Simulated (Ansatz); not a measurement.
## Residual resistivity of an alloy: Pt(111) with 4 layers of random Pt-Zn, 2x2

Aim: the residual resistivity of a random alloy, from Pt(111) with 4 layers of random Pt-Zn, 2x2 and longer regions.

Method: Ansatz plane-wave DFT, PBE, PAW files; ballistic transport by layer matching (Landauer), zero bias; PAW set soft_1, in Ansatz 0.2.0.

Report form: the programs' logs are mostly left out.

**1. The starting structure**

The cell holds 40 atoms: 28 Pt and 12 Zn. Cell: a = 5.546 Å, b = 5.546 Å, c = 22.699 Å, α = 93.5°, β = 86.5°, γ = 120.0°. It derives from Pt. Regions: lead, 24 atoms (24 Pt); scattering region, 16 atoms (12 Zn and 4 Pt). The structure is stacked along c, and the current runs across the ab planes.

**2. With 4 alloy layers**

In 4 layers a share of 0.75 of the sites is given to Zn at random. The layers about the cell's end stay perfect and serve as the lead. Disorder leaves little or no symmetry, which makes such runs dear. Energies from -0.05 to 0.05 eV in steps of 0.05 eV are too few for the program's thermal sum, so it prints no conductance; for a metal the transmission near the Fermi level serves, at a fraction of the cost.

File input.yaml:

```yaml
crystal:
  lattice:
    - [5.5462627489, 0.0, 0.0]
    - [-2.7731313745, 4.8032044366, 0.0]
    - [1.3865656872, -0.8005340728, 22.6425228571]
  atoms:
    - { symbol: Pt, position: [0.9916666667, 0.0083333333, 0.05] }
    - { symbol: Pt, position: [0.9916666667, 0.5083333333, 0.05] }
    - { symbol: Pt, position: [0.4916666667, 0.0083333333, 0.05] }
    - { symbol: Pt, position: [0.4916666667, 0.5083333333, 0.05] }
    - { symbol: Pt, position: [0.1416666667, 0.3583333333, 0.15] }
    - { symbol: Pt, position: [0.1416666667, 0.8583333333, 0.15] }
    - { symbol: Pt, position: [0.6416666667, 0.3583333333, 0.15] }
    - { symbol: Pt, position: [0.6416666667, 0.8583333333, 0.15] }
[... 28 atom lines left out ...]
    - { symbol: Pt, position: [0.8416666667, 0.1583333333, 0.95] }
    - { symbol: Pt, position: [0.8416666667, 0.6583333333, 0.95] }
    - { symbol: Pt, position: [0.3416666667, 0.1583333333, 0.95] }
    - { symbol: Pt, position: [0.3416666667, 0.6583333333, 0.95] }
kpoints:
  mp_grid: { grid: [5, 5, 1] }
hamiltonian:
  xc: pbe
  pseudopotentials: { kind: paw, azcp: { folder: soft_1 } }
scf:
  occupations: { method: fermi_dirac, width: 0.1 }
output:
  transmission:
    leads: [[0, 4]]
    kmesh: [10, 10]
    e_range: [-0.05, 0.05]
    de: 0.05
  write_potential: true
  write_density: true
  volumetric_format: npy
```

Command:

```console
ansatz run input.yaml --threads 4 --pin off --max-ram 15360MiB --backend cpu --events-out ev --progress --plain --runs-dir out
```

The job ended after 7.9 min (4 threads of Arm Neoverse V1, shared host; peak memory 4.8 GiB; 30 min of CPU time).

Numbers from this step:

```yaml
free_energy: -390526.8461 eV
energy_at_zero_smearing: -390526.1561 eV
fermi_energy: 19.62 eV
cell_area: 26.64 Å²
transmission_per_spin_nearest_the_fermi_level: 1.517
open_channels_per_spin_nearest_the_fermi_level: 6.76
step_of_the_lead_s_potential: 25.1 meV
```

Per spin. Transmission, zone mean against energy, zero at the Fermi level:

```csv
energy (eV),"transmission, zone mean"
-0.0500,1.60
0.0000,1.52
0.0500,1.45
```

Per spin. Table of open channels, zone mean, lead by energy, zero at the Fermi level:

```csv
energy (eV),"open channels, zone mean, lead"
-0.0500,7.1
0.0000,6.76
0.0500,6.39
```

Over the solved energies the transmission per spin lies between 1.45 and 1.60, out of 6.75 channels of the lead on average (up to 7.1). The log calls the step of a lead's potential too much.

**3. With 8 alloy layers**

In 8 layers a share of 0.75 of the sites is given to Zn at random. A fresh draw is used; the growth of the resistance with length is what counts.

System of this step: Pt(111) with 8 layers of random Pt-Zn, 2x2. The cell holds 56 atoms: 32 Pt and 24 Zn. Its edges and angles: a = 5.546 Å, b = 5.546 Å, c = 31.740 Å, α = 87.5°, β = 92.5°, γ = 120.0°. It derives from Pt. Regions: lead, 24 atoms (24 Pt); scattering region, 32 atoms (8 Pt and 24 Zn). The structure is stacked along c, and the current runs across the ab planes.

File input.yaml:

```yaml
crystal:
  lattice:
    - [5.5462627489, 0.0, 0.0]
    - [-2.7731313745, 4.8032044366, 0.0]
    - [-1.3865656872, 0.8005340728, 31.6995319999]
  atoms:
    - { symbol: Pt, position: [0.005952381, 0.994047619, 0.0357142857] }
    - { symbol: Pt, position: [0.005952381, 0.494047619, 0.0357142857] }
    - { symbol: Pt, position: [0.505952381, 0.994047619, 0.0357142857] }
    - { symbol: Pt, position: [0.505952381, 0.494047619, 0.0357142857] }
    - { symbol: Pt, position: [0.1845238095, 0.3154761905, 0.1071428571] }
    - { symbol: Pt, position: [0.1845238095, 0.8154761905, 0.1071428571] }
    - { symbol: Pt, position: [0.6845238095, 0.3154761905, 0.1071428571] }
    - { symbol: Pt, position: [0.6845238095, 0.8154761905, 0.1071428571] }
[... 44 atom lines left out ...]
    - { symbol: Pt, position: [0.3273809524, 0.1726190476, 0.9642857143] }
    - { symbol: Pt, position: [0.3273809524, 0.6726190476, 0.9642857143] }
    - { symbol: Pt, position: [0.8273809524, 0.1726190476, 0.9642857143] }
    - { symbol: Pt, position: [0.8273809524, 0.6726190476, 0.9642857143] }
kpoints:
  mp_grid: { grid: [5, 5, 1] }
hamiltonian:
  xc: pbe
  pseudopotentials: { kind: paw, azcp: { folder: soft_1 } }
scf:
  occupations: { method: fermi_dirac, width: 0.1 }
output:
  transmission:
    leads: [[0, 4]]
    kmesh: [10, 10]
    e_range: [-0.05, 0.05]
    de: 0.05
  write_potential: true
  write_density: true
  volumetric_format: npy
```

Run time: 17 min. Hardware: 4 threads; peak memory 8.7 GiB.

Numbers from this step:

* free energy: -480457.9578 eV
* energy at zero smearing: -480457.1687 eV
* Fermi energy: 18.05 eV
* transmission per spin nearest the Fermi level: 1.512
* open channels per spin nearest the Fermi level: 7.01
* step of the lead's potential: 25.5 meV

Per spin. The transmission, zone mean by energy, zero at the Fermi level:

```csv
energy (eV),"transmission, zone mean"
-0.0500,1.57
0.0000,1.51
0.0500,1.46
```

Over the solved energies the transmission per spin lies between 1.46 and 1.57, out of 6.79 channels of the lead on average (up to 7.04). The log calls the step of a lead's potential too much.

**4. With 12 alloy layers**

In 12 layers a share of 0.75 of the sites is given to Zn at random. A fresh draw is used; the growth of the resistance with length is what counts.

System of this step: Pt(111) with 12 layers of random Pt-Zn, 2x2. The cell holds 72 atoms: 36 Pt and 36 Zn. Cell: a = 5.546 Å, b = 5.546 Å, c = 40.757 Å, α = 90.0°, β = 90.0°, γ = 120.0°. It derives from Pt. Regions: lead, 24 atoms (24 Pt); scattering region, 48 atoms (36 Zn and 12 Pt). The structure is stacked along c, and the current runs across the ab planes.

File input.yaml:

```yaml
crystal:
  lattice:
    - [5.5462627489, 0.0, 0.0]
    - [-2.7731313745, 4.8032044366, 0.0]
    - [0.0, 0.0, 40.7565411427]
  atoms:
    - { symbol: Pt, position: [0.0, 0.0, 0.0277777778] }
    - { symbol: Pt, position: [0.0, 0.5, 0.0277777778] }
    - { symbol: Pt, position: [0.5, 0.0, 0.0277777778] }
    - { symbol: Pt, position: [0.5, 0.5, 0.0277777778] }
    - { symbol: Pt, position: [0.1666666667, 0.3333333333, 0.0833333333] }
    - { symbol: Pt, position: [0.1666666667, 0.8333333333, 0.0833333333] }
    - { symbol: Pt, position: [0.6666666667, 0.3333333333, 0.0833333333] }
    - { symbol: Pt, position: [0.6666666667, 0.8333333333, 0.0833333333] }
[... 60 atom lines left out ...]
    - { symbol: Pt, position: [0.3333333333, 0.1666666667, 0.9722222222] }
    - { symbol: Pt, position: [0.3333333333, 0.6666666667, 0.9722222222] }
    - { symbol: Pt, position: [0.8333333333, 0.1666666667, 0.9722222222] }
    - { symbol: Pt, position: [0.8333333333, 0.6666666667, 0.9722222222] }
kpoints:
  mp_grid: { grid: [5, 5, 1] }
hamiltonian:
  xc: pbe
  pseudopotentials: { kind: paw, azcp: { folder: soft_1 } }
scf:
  occupations: { method: fermi_dirac, width: 0.1 }
output:
  transmission:
    leads: [[0, 4]]
    kmesh: [10, 10]
    e_range: [-0.05, 0.05]
    de: 0.05
  write_potential: true
  write_density: true
  volumetric_format: npy
```

Run time: 29 min. Hardware: 4 threads; peak memory 7.3 GiB.

This step gave:

* free energy: -570388.7152 eV
* energy at zero smearing: -570387.8610 eV
* Fermi energy: 17.15 eV
* transmission per spin nearest the Fermi level: 1.217
* open channels per spin nearest the Fermi level: 6.99
* step of the lead's potential: 30.9 meV

Per spin. Table of transmission, zone mean by energy, zero at the Fermi level:

```csv
energy (eV),"transmission, zone mean"
-0.0500,1.28
0.0000,1.22
0.0500,1.14
```

Over the solved energies the transmission per spin lies between 1.14 and 1.28, out of 6.77 channels of the lead on average (up to 7.06). The log calls the step of a lead's potential too much.

**5. The fit**

This step: Ansatz plane-wave DFT, PBE, PAW files; ballistic transport by layer matching (Landauer), zero bias; residual resistivity from the slope of the area resistance, atoms on the host's lattice; PAW set soft_1 (Ansatz 0.2.0).

Numbers from this step:

- resistivity: 31.62 µΩ cm
- intercept: 1.373 fΩ m²
- scatter about the fit: 0.1285 fΩ m²

Resistance, by row:

```csv
run,length (Å),T,channels N,RA (fΩ m²)
n4,9.057,1.522,6.75,1.75
n8,18.11,1.514,6.787,1.764
n12,27.17,1.215,6.773,2.323
```

Table of area resistance by length of the alloy:

```csv
length of the alloy (Å),area resistance (fΩ m²)
9.06,1.75
18.11,1.76
27.17,2.32
```

The area resistance goes from 1.8 to 2.3 fΩ m² between 9.1 and 27.2 Å, a slope of 32 µΩ cm.

By hand from the end points: (2.323 − 1.750) fΩ m² / (27.17 − 9.06) Å = 32 µΩ cm, since 1 fΩ m² per Å is 1000 µΩ cm.

**6. Summary of results**

* resistivity from the slope: 31.6 µΩ cm
* area resistance over 9.06 Å: 1.75 fΩ m²
* area resistance over 18.1 Å: 1.76 fΩ m²
* area resistance over 27.2 Å: 2.32 fΩ m²

What this shows: The slope gives 32 µΩ cm. The points scatter by 0.13 fΩ m² about the line, with one random draw a length in a 2x2 cell, so the slope is a rough value. Read with a model of isotropic scattering on a spherical Fermi surface and the lead's 2.0×10¹⁵ S/m², this slope means a mean free path near 12 Å (a rough figure, since the alloy's own channel count differs); over these lengths the model's slope is within 3 % of its bulk resistivity. The atoms sit on the host's lattice, so scattering by size misfit is left out. With 75 % of Zn, whose own structure is another, this is a hypothetical phase. Spin-orbit coupling is left out, which matters for Pt. A lead's potential steps by up to 31 meV from period to period, which the log calls too much, so longer leads could move the result.

[Logs are printed without paths, hosts, clocks, repeated set-up lines and the standing remarks that a program may print on its own settings, such as how far it seeks lower states.]

[Hosts, paths, dates, database ids (printed as entryN), source tags and the programs' standing remarks are cut or masked in the printed files.]
